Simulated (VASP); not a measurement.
# Na (P4/mmm) in VASP: a series of runs

One crystal, Na, is run at these levels: PBE; tasks: single point, relaxation of cell and atoms.

All numbers are computed with VASP 6.6.1; they aren't measurements. Logs are shortened: lines on timing, memory, paths and dates and some standing lists are left out, and cuts for length are marked.

## 1. The cell of the first run

The structure is tetragonal, space group P4/mmm (No. 123). Conventional cell: a = 2.679 Å, b = 2.679 Å, c = 4.995 Å, α = 90.00°, β = 90.00°, γ = 90.00°. Na (site symmetry 4/mmm) has 4 Na at 2.68 Å as nearest neighbours.

The cell was built by a generator and needn't be a form met in nature.

## 2. Single point, PBE (random cell by space group and Wyckoff sites (P4/mmm, No. 123))

Contents of INCAR:

```
ALGO = Normal ; EDIFF = 1E-6
ENCUT = 520 ; GGA = PE
ISIF = 2 ; ISMEAR = 0
LASPH = T ; LCHARG = F
LREAL = F ; LWAVE = F
NBANDS = 10 ; NELM = 60
PREC = Accurate ; SIGMA = 0.1
```

Contents of KPOINTS:

```
k-points
0
Gamma
  6 6 4
```

Contents of POSCAR:

```
Na
1.0
    2.6788328500      0.0000000000      0.0000000000
    0.0000000000      2.6788328500      0.0000000000
    0.0000000000      0.0000000000      4.9951800600
Na
1
Direct
    0.5000000000      0.5000000000      0.0000000000
```

Potentials or basis: VASP PAW PBE potentials, release 64 (Na_pv).

Launch:

```console
> cat potpaw_PBE.64/Na_pv/POTCAR > POTCAR
> mpirun -np 1 vasp_std > vasp.out
```

OUTCAR:

```text
EDIFF = 1E-6
   ENCUT = 520
   GGA = PE
   ISIF = 2
   ISMEAR = 0
   LASPH = T
   LREAL = F
   NELM = 60
   PREC = Accurate

 ion  position               nearest neighbor table
   1  0.500  0.500  0.000-

  LATTYP: Found a simple tetragonal cell.
 ALAT       =     2.6788328500
 C/A-ratio  =     1.8646852341

  Lattice vectors:

 A1 = (   2.6788328500,   0.0000000000,   0.0000000000)
 A2 = (   0.0000000000,   2.6788328500,   0.0000000000)
 A3 = (   0.0000000000,   0.0000000000,   4.9951800600)

Analysis of symmetry for initial positions (statically):
=====================================================================
 Subroutine PRICEL returns:
 Original cell was already a primitive cell.

 Routine SETGRP: Setting up the symmetry group for a
 simple tetragonal supercell.

 Subroutine GETGRP returns: Found 16 space group operations
 (whereof 16 operations were pure point group operations)
 out of a pool of 16 trial point group operations.

The static configuration has the point symmetry D_4h.

Analysis of symmetry for dynamics (positions and initial velocities):
=====================================================================
 Subroutine PRICEL returns:
 Original cell was already a primitive cell.

 Routine SETGRP: Setting up the symmetry group for a
 simple tetragonal supercell.

 Subroutine GETGRP returns: Found 16 space group operations
 (whereof 16 operations were pure point group operations)
 out of a pool of 16 trial point group operations.

The dynamic configuration has the point symmetry D_4h.

 Subroutine INISYM returns: Found 16 space group operations
 (whereof 16 operations are pure point group operations),
 and found     1 'primitive' translations

----------------------------------------------------------------------------------------

                                     Primitive cell

  volume of cell :      35.8461

  direct lattice vectors                    reciprocal lattice vectors
     2.678832850  0.000000000  0.000000000     0.373296901  0.000000000  0.000000000
     0.000000000  2.678832850  0.000000000     0.000000000  0.373296901  0.000000000
     0.000000000  0.000000000  4.995180060     0.000000000  0.000000000  0.200192984

  length of vectors
     2.678832850  2.678832850  4.995180060     0.373296901  0.373296901  0.200192984

  position of ions in fractional coordinates (direct lattice)
     0.500000000  0.500000000  0.000000000

  ion indices of the primitive-cell ions
   primitive index   ion index
                 1           1

----------------------------------------------------------------------------------------

 KPOINTS: k-points

Automatic generation of k-mesh.
 Grid dimensions read from file:
 generate k-points for:    6    6    4

 Generating k-lattice:

  Cartesian coordinates                     Fractional coordinates (reciprocal lattice)
     0.062216150  0.000000000  0.000000000     0.166666667  0.000000000  0.000000000
     0.000000000  0.062216150  0.000000000     0.000000000  0.166666667  0.000000000
     0.000000000  0.000000000  0.050048246     0.000000000  0.000000000  0.250000000

  Length of vectors
     0.062216150  0.062216150  0.050048246

  Shift w.r.t. Gamma in fractional coordinates (k-lattice)
     0.000000000  0.000000000  0.000000000

 Subroutine IBZKPT returns following result:
 ===========================================

 Found     30 irreducible k-points:

 Following reciprocal coordinates:
            Coordinates               Weight
  0.000000  0.000000  0.000000      1.000000
  0.166667  0.000000  0.000000      4.000000
  0.333333  0.000000  0.000000      4.000000
  0.500000  0.000000  0.000000      2.000000
  0.166667  0.166667  0.000000      4.000000
  0.333333  0.166667  0.000000      8.000000
[... 16 lines left out ...]
  0.333333  0.000000  0.500000      4.000000
  0.500000  0.000000  0.500000      2.000000
 [... further k-points ...]
   k-points           NKPTS =     30   k-points in BZ     NKDIM =     30   number of bands    NBANDS=     10
   number of dos      NEDOS =    301   number of ions     NIONS =      1
   total plane-waves  NPLWV =  16000
   dimension x,y,z NGX =    20 NGY =   20 NGZ =   40
   dimension x,y,z NGXF=    40 NGYF=   40 NGZF=   80
   ions per type =               1
   NGX,Y,Z   is equivalent  to a cutoff of  12.41, 12.41, 13.31 a.u.
   NGXF,Y,Z  is equivalent  to a cutoff of  24.82, 24.82, 26.63 a.u.
 SYSTEM =  unknown system
   PREC   = accura    normal or accurate (medium, high low for compatibility)
   ISTART =      0    job   : 0-new  1-cont  2-samecut
   ICHARG =      2    charge: 1-file 2-atom 10-const
   ISPIN  =      1    spin polarized calculation?
   LNONCOLLINEAR =      F non collinear calculations
   LSORBIT =      F    spin-orbit coupling
   LASPH  =      T    aspherical Exc in radial PAW
   ENCUT  =  520.0 eV  38.22 Ry    6.18 a.u.   4.98  4.98  9.29*2*pi/ulx,y,z
   NELM   =     60;   NELMIN=  2; NELMDL= -5     # of ELM steps
   EDIFF  = 0.1E-05   stopping-criterion for ELM
   LREAL  =      F    real-space projection
   EDIFFG = 0.1E-04   stopping-criterion for IOM
   NSW    =      0    number of steps for IOM
   IBRION =     -1    ionic relax: 0-MD 1-quasi-New 2-CG
   NFREE  =      0    steps in history (QN), initial steepest desc. (CG)
   ISIF   =      2    stress and relaxation
   ISYM   =      2    0-nonsym 1-usesym 2-fastsym
   POTIM  = 0.5000    time-step for ionic-motion
   TEBEG  =    0.0;   TEEND  =   0.0 temperature during run
   PSTRESS=    0.0 pullay stress
   NELECT =       7.0000    total number of electrons
   NUPDOWN=      -1.0000    fix difference up-down
   EMIN   =  10.00;   EMAX   =-10.00  energy-range for DOS
   EFERMI =   0.00;   METHOD = LEGACY
   ISMEAR =     0;   SIGMA  =   0.10  broadening in eV -4-tet -1-fermi 0-gaus
   EFERMI_NEDOS =   21; number of points for ismear=-14 and -15
   IALGO  =     38    algorithm
   IMIX   =      4    mixing-type and parameters
     AMIX     =   0.40;   BMIX     =  1.00
     AMIX_MAG =   1.60;   BMIX_MAG =  1.00
  volume/ion in A,a.u.               =      35.85       241.90
  Fermi-wavevector in a.u.,A,eV,Ry     =   0.949788  1.794839 12.273780  0.902097
  Thomas-Fermi vector in A             =   2.078104
   LORBIT       =      0    0 simple, 1 ext, 2 COOP (PROOUT), +10 PAW based schemes
   GGA     = PE    functional components
   LHFCALC =     F    Hartree Fock is set to
   AEXX    =    0.0000 exact exchange contribution
   IVDW    =     0    specifies the selected vdW correction
   LEPSILON=     F    determine dielectric tensor
   LRPA    =     F    only Hartree local field effects (RPA)
 non-spin polarized calculation
 Gauss-broadening in eV      SIGMA  =   0.10
  energy-cutoff  :      520.00
  volume of cell :       35.85
 maximum number of plane-waves:      1000
 NGX is ok and might be reduce to    20
   NGX =  9   NGY =  9   NGZ = 19

 number of electron       6.9999986 magnetization

 Free energy of the ion-electron system (eV)
  ---------------------------------------------------
  ext. energy  EPLUGINS =         0.00000000
  ---------------------------------------------------
  free energy    TOTEN  =        -0.57885894 eV

  energy without entropy =       -0.57109965  energy(sigma->0) =       -0.57497930

 E-fermi :   0.2703     XC(G=0):  -6.3851

 val. band max:        0.2656341634   @ k =   0.3333   0.1667   0.2500
 cond. band min:       0.6332336229   @ k =   0.1667   0.1667   0.5000
 fundamental gap:      0.3675994594
 Fermi energy:         0.2703110072

 k-point     1 :       0.0000    0.0000    0.0000
  band No.  band energies     occupation
      1     -25.0837      2.00000
      2     -24.9555      2.00000
      3     -24.9555      2.00000
      4      -2.9762      2.00000
      5       2.7900      0.00000
      6       3.7020      0.00000
      7      13.6474      0.00000
      8      17.4428      0.00000
      9      17.5942      0.00000
     10      17.5942      0.00000

 k-point     2 :       0.1667    0.0000    0.0000
  band No.  band energies     occupation
      1     -25.0709      2.00000
      2     -25.0539      2.00000
      3     -24.9469      2.00000
      4      -2.3665      2.00000
      5       3.2959      0.00000
      6       4.2730      0.00000
      7      10.7877      0.00000
      8      15.9752      0.00000
      9      16.0139      0.00000
     10      17.9279      0.00000

 k-point     3 :       0.3333    0.0000    0.0000
  band No.  band energies     occupation
      1     -25.2469      2.00000
      2     -25.0454      2.00000
      3     -24.9298      2.00000
      4      -0.6038      2.00000
      5       4.8128      0.00000
      6       5.4254      0.00000
      7       6.9521      0.00000
      8      11.2417      0.00000
      9      12.8168      0.00000
     10      18.7880      0.00000

 k-point     4 :       0.5000    0.0000    0.0000
  band No.  band energies     occupation
      1     -25.3415      2.00000
      2     -25.0326      2.00000
      3     -24.9212      2.00000
      4       1.6728      0.00000
      5       2.8985      0.00000
      6       6.8599      0.00000
      7       8.1005      0.00000
      8       8.6412      0.00000
      9       9.5403      0.00000
     10      19.4213      0.00000
[... 222 lines left out ...]
 k-point    22 :       0.1667    0.0000    0.5000
  band No.  band energies     occupation
      1     -25.0717      2.00000
      2     -25.0539      2.00000
      3     -24.9469      2.00000
      4      -1.5095      2.00000
      5       0.0829      1.99195
      6      10.0945      0.00000
      7      11.0073      0.00000
      8      11.6518      0.00000
      9      13.5713      0.00000
     10      18.3153      0.00000

 k-point    23 :       0.3333    0.0000    0.5000
  band No.  band energies     occupation
      1     -25.2468      2.00000
      2     -25.0460      2.00000
      3     -24.9298      2.00000
      4       0.2433      1.29714
      5       1.7322      0.00000
      6       6.9897      0.00000
      7       8.3925      0.00000
      8      12.3871      0.00000
      9      12.5893      0.00000
     10      18.2856      0.00000

 k-point    24 :       0.5000    0.0000    0.5000
  band No.  band energies     occupation
      1     -25.3414      2.00000
      2     -25.0331      2.00000
      3     -24.9212      2.00000
      4       2.2899      0.00000
      5       4.1253      0.00000
      6       4.2712      0.00000
      7       4.7435      0.00000
      8      14.3472      0.00000
      9      14.8034      0.00000
     10      15.4844      0.00000

 [... further k-points ...]

------------------------ aborting loop because EDIFF is reached ----------------------------------------

  FORCE on cell =-STRESS in cart. coord.  units (eV):
  Direction    XX          YY          ZZ          XY          YZ          ZX
  --------------------------------------------------------------------------------------
  -------------------------------------------------------------------------------------
  Total        2.2163810      2.2163810     -0.5859351      0.0000000     -0.0000000      0.0000000
  in kB       99.0632622     99.0632622    -26.1889264      0.0000000     -0.0000000      0.0000000
  external PRESSURE =      57.3125327 kB  Pullay stress =       0.0000000 kB

 VOLUME and BASIS-vectors are now :
 -----------------------------------------------------------------------------
  energy-cutoff  :      520.00
  volume of cell :       35.85
      direct lattice vectors                 reciprocal lattice vectors
     2.678832850  0.000000000  0.000000000     0.373296901  0.000000000  0.000000000
     0.000000000  2.678832850  0.000000000     0.000000000  0.373296901  0.000000000
     0.000000000  0.000000000  4.995180060     0.000000000  0.000000000  0.200192984

 POSITION                                       TOTAL-FORCE (eV/Angst)
 -----------------------------------------------------------------------------------
      1.33942      1.33942      0.00000         0.000000      0.000000      0.000000
 -----------------------------------------------------------------------------------
    total drift:                               -0.000000     -0.000000     -0.000000

  FREE ENERGIE OF THE ION-ELECTRON SYSTEM (eV)
  ---------------------------------------------------
  free  energy   TOTEN  =        -0.5788589444 eV

  energy  without entropy=       -0.5710996463  energy(sigma->0) =       -0.57497930
```

Run time: 8.6 s. Hardware: 1 thread of AMD EPYC 7R43 (Zen 3), shared host; peak memory 0.1 GiB.

What came out:

* Free energy: -0.5789 eV
* Pressure: 5.7 GPa
* Band gap on the k mesh: none (metal or under the smearing width)

Stress tensor (GPa, compression positive):
```
 9.91  0.00  0.00
 0.00  9.91  0.00
 0.00  0.00 -2.62
```

Caveat: the k mesh is coarse (spacing up to 0.39 Å⁻¹), so the values aren't converged.

## 3. Single point, PBE (random cell by space group and Wyckoff sites (P4/mmm, No. 123))

Contents of INCAR:

```
PREC = Accurate
ENCUT = 520
EDIFF = 1E-6
ISMEAR = 0
SIGMA = 0.1
LREAL = False
LASPH = True
NELM = 100
ALGO = Normal
ISIF = 2
LWAVE = False
LCHARG = False
GGA = PE
NBANDS = 10
```

Contents of KPOINTS:

```
regular mesh
0
Gamma
  6 6 6
```

Contents of POSCAR:

```
Na
1.0
    3.4375259292      0.0000000000      0.0000000000
    0.0000000000      3.4375259292      0.0000000000
    0.0000000000      0.0000000000      3.3775290287
Na
1
Direct
    0.5000000000      0.5000000000      0.0000000000
```

Potentials or basis: VASP PAW PBE potentials, release 64 (Na_pv).

Launch:

```console
> cat potpaw_PBE.64/Na_pv/POTCAR > POTCAR
> mpirun -np 1 vasp_std > vasp.out
```

OUTCAR:

```text
PREC = Accurate
   ENCUT = 520
   EDIFF = 1E-6
   ISMEAR = 0
   LREAL = False
   LASPH = True
   NELM = 100
   ISIF = 2
   GGA = PE

 ion  position               nearest neighbor table
   1  0.500  0.500  0.000-

  LATTYP: Found a simple tetragonal cell.
 ALAT       =     3.4375259292
 C/A-ratio  =     0.9825464879

  Lattice vectors:

 A1 = (   3.4375259292,   0.0000000000,   0.0000000000)
 A2 = (   0.0000000000,   3.4375259292,   0.0000000000)
 A3 = (   0.0000000000,   0.0000000000,   3.3775290287)

Analysis of symmetry for initial positions (statically):
=====================================================================
 Subroutine PRICEL returns:
 Original cell was already a primitive cell.

 Routine SETGRP: Setting up the symmetry group for a
 simple tetragonal supercell.

 Subroutine GETGRP returns: Found 16 space group operations
 (whereof 16 operations were pure point group operations)
 out of a pool of 16 trial point group operations.

The static configuration has the point symmetry D_4h.

Analysis of symmetry for dynamics (positions and initial velocities):
=====================================================================
 Subroutine PRICEL returns:
 Original cell was already a primitive cell.

 Routine SETGRP: Setting up the symmetry group for a
 simple tetragonal supercell.

 Subroutine GETGRP returns: Found 16 space group operations
 (whereof 16 operations were pure point group operations)
 out of a pool of 16 trial point group operations.

The dynamic configuration has the point symmetry D_4h.

 Subroutine INISYM returns: Found 16 space group operations
 (whereof 16 operations are pure point group operations),
 and found     1 'primitive' translations

----------------------------------------------------------------------------------------

                                     Primitive cell

  volume of cell :      39.9109

[... 111 lines left out ...]
   GGA     = PE    functional components
   LHFCALC =     F    Hartree Fock is set to
   AEXX    =    0.0000 exact exchange contribution
   IVDW    =     0    specifies the selected vdW correction
   LEPSILON=     F    determine dielectric tensor
   LRPA    =     F    only Hartree local field effects (RPA)
 non-spin polarized calculation
 Gauss-broadening in eV      SIGMA  =   0.10
  energy-cutoff  :      520.00
  volume of cell :       39.91
 maximum number of plane-waves:      1092
 NGX is ok and might be reduce to    28
   NGX = 13   NGY = 13   NGZ = 13

 number of electron       7.0000010 magnetization

 Free energy of the ion-electron system (eV)
  ---------------------------------------------------
  ext. energy  EPLUGINS =         0.00000000
  ---------------------------------------------------
  free energy    TOTEN  =        -1.17647701 eV

  energy without entropy =       -1.16937474  energy(sigma->0) =       -1.17292587

 E-fermi :   0.2441     XC(G=0):  -6.3037

 val. band max:        0.2352685873   @ k =   0.0000   0.0000   0.5000
 cond. band min:       0.2571059672   @ k =   0.3333   0.1667   0.3333
 fundamental gap:      0.0218373800
 Fermi energy:         0.2441051532

 k-point     1 :       0.0000    0.0000    0.0000
  band No.  band energies     occupation
      1     -24.9831      2.00000
      2     -24.9831      2.00000
      3     -24.9826      2.00000
      4      -2.9927      2.00000
      5       8.2119      0.00000
      6       8.4420      0.00000
      7       9.4422      0.00000
      8       9.4422      0.00000
      9       9.9031      0.00000
     10      12.4282      0.00000
[... 287 lines left out ...]
 k-point    24 :       0.5000    0.0000    0.3333
  band No.  band energies     occupation
      1     -25.0218      2.00000
      2     -25.0162      2.00000
      3     -24.9763      2.00000
      4       1.5249      0.00000
      5       1.7416      0.00000
      6       5.6808      0.00000
      7       6.0737      0.00000
      8      13.1772      0.00000
      9      13.4479      0.00000
     10      14.1525      0.00000

 [... further k-points ...]

------------------------ aborting loop because EDIFF is reached ----------------------------------------

  FORCE on cell =-STRESS in cart. coord.  units (eV):
  Direction    XX          YY          ZZ          XY          YZ          ZX
  --------------------------------------------------------------------------------------
  -------------------------------------------------------------------------------------
  Total       -0.0201189     -0.0201189      0.0427500      0.0000000     -0.0000000      0.0000000
  in kB       -0.8076494     -0.8076494      1.7161507      0.0000000     -0.0000000      0.0000000
  external PRESSURE =       0.0336173 kB  Pullay stress =       0.0000000 kB

 VOLUME and BASIS-vectors are now :
 -----------------------------------------------------------------------------
  energy-cutoff  :      520.00
  volume of cell :       39.91
      direct lattice vectors                 reciprocal lattice vectors
     3.437525929  0.000000000  0.000000000     0.290906897  0.000000000  0.000000000
     0.000000000  3.437525929  0.000000000     0.000000000  0.290906897  0.000000000
     0.000000000  0.000000000  3.377529029     0.000000000  0.000000000  0.296074435

 POSITION                                       TOTAL-FORCE (eV/Angst)
 -----------------------------------------------------------------------------------
      1.71876      1.71876      0.00000         0.000000      0.000000      0.000000
 -----------------------------------------------------------------------------------
    total drift:                                0.000000      0.000000      0.000000

  FREE ENERGIE OF THE ION-ELECTRON SYSTEM (eV)
  ---------------------------------------------------
  free  energy   TOTEN  =        -1.1764770072 eV

  energy  without entropy=       -1.1693747363  energy(sigma->0) =       -1.17292587
```

Run time: 10 s. Hardware: 1 thread of AMD EPYC 7R43 (Zen 3), shared host; peak memory 0.11 GiB.

What came out:

| Item | Value |
| --- | --- |
| Free energy | -1.1765 eV |
| Pressure | 0.0 GPa |
| Band gap on the k mesh | none (metal or under the smearing width) |

Levels at points of the mesh, in eV from the Fermi level:
```tsv
k point	band 1	band 2	band 3	band 4	band 5	band 6	band 7	band 8
(0.00, 0.00, 0.00)	-25.23	-25.23	-25.23	-3.24	7.97	8.20	9.20	9.20
(0.50, 0.00, 0.00)	-25.27	-25.22	-25.22	-0.09	0.02	10.36	11.58	12.01
(0.50, 0.50, 0.00)	-25.27	-25.27	-25.22	2.78	2.78	3.03	3.74	14.27
(0.00, 0.00, 0.50)	-25.28	-25.22	-25.22	-0.01	0.17	10.33	11.63	11.63
(0.50, 0.00, 0.50)	-25.27	-25.26	-25.22	2.86	2.92	3.09	3.89	13.88
(0.50, 0.50, 0.50)	-25.27	-25.26	-25.26	5.69	5.69	5.76	5.77	5.83
```

(Part 1 of 2 ends here.)
